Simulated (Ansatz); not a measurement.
GeTe:
```
CELL_PARAMETERS angstrom
      2.10896     1.21761     3.68761
     -2.10896     1.21761     3.68761
      0.00000    -2.43521     3.68761
ATOMIC_POSITIONS crystal
  Ge 0.00682 0.00682 0.00682
  Te 0.47218 0.47218 0.47218
```

Relaxed with PBE+D3(BJ).

**Question.** Map the electron localisation function on the plane through (0.007, 0.007, 0.007) spanned by u = [1, 0, 0] and v = [-1, 1, 1] in lattice vectors, from PBE+D3(BJ) in the plane-wave PAW code Ansatz.

**Answer.** x is the fraction of u, y of v (the angle between them is 86°; rows are the nearest grid lines); atoms in the plane: Ge at (0.00, 0.00), Te at (0.93, 0.47).
```
y \ x   0.000  0.0909  0.182  0.273  0.364  0.455  0.545  0.636  0.727  0.818  0.909   1.00
------  -----  ------  -----  -----  -----  -----  -----  -----  -----  -----  -----  -----
1.00    0.112   0.057  0.356  0.334  0.170  0.084  0.065  0.178  0.555  0.486  0.076  0.112
0.935   0.065   0.189  0.382  0.340  0.162  0.081  0.061  0.144  0.558  0.538  0.276  0.065
0.839   0.490   0.439  0.376  0.189  0.083  0.048  0.036  0.056  0.221  0.532  0.543  0.490
0.774   0.348   0.285  0.160  0.071  0.038  0.027  0.025  0.038  0.091  0.199  0.312  0.348
0.677   0.621   0.526  0.284  0.084  0.028  0.026  0.065  0.218  0.452  0.575  0.612  0.621
0.613   0.559   0.663  0.655  0.267  0.053  0.046  0.169  0.481  0.584  0.523  0.518  0.559
0.548   0.256   0.535  0.694  0.465  0.089  0.066  0.265  0.586  0.506  0.335  0.126  0.256
0.452   0.013   0.380  0.608  0.555  0.117  0.069  0.280  0.584  0.469  0.117  0.054  0.013
0.387   0.165   0.470  0.618  0.500  0.101  0.051  0.209  0.548  0.500  0.347  0.101  0.165
0.323   0.503   0.574  0.633  0.348  0.066  0.031  0.110  0.399  0.574  0.511  0.482  0.503
0.226   0.636   0.533  0.318  0.118  0.036  0.018  0.027  0.095  0.280  0.495  0.624  0.636
0.161   0.419   0.378  0.297  0.132  0.055  0.030  0.027  0.072  0.255  0.453  0.450  0.419
0.0645  0.055   0.203  0.337  0.287  0.132  0.067  0.053  0.151  0.501  0.472  0.199  0.055
0.000   0.112   0.057  0.356  0.334  0.170  0.084  0.065  0.178  0.555  0.486  0.076  0.112
```

The density is the valence pseudo-density with augmentation charge, so density and ELF within about 1 Å of a nucleus are not all-electron values.

Space group R3m. The cell was relaxed with PBE+D3(BJ) under the symmetry of its start; of distortions, only those at the zone centre were tested. Scalar-relativistic: spin–orbit coupling is off unless named, which matters more the heavier the elements.

Potentials: the later of the program's two PAW sets.
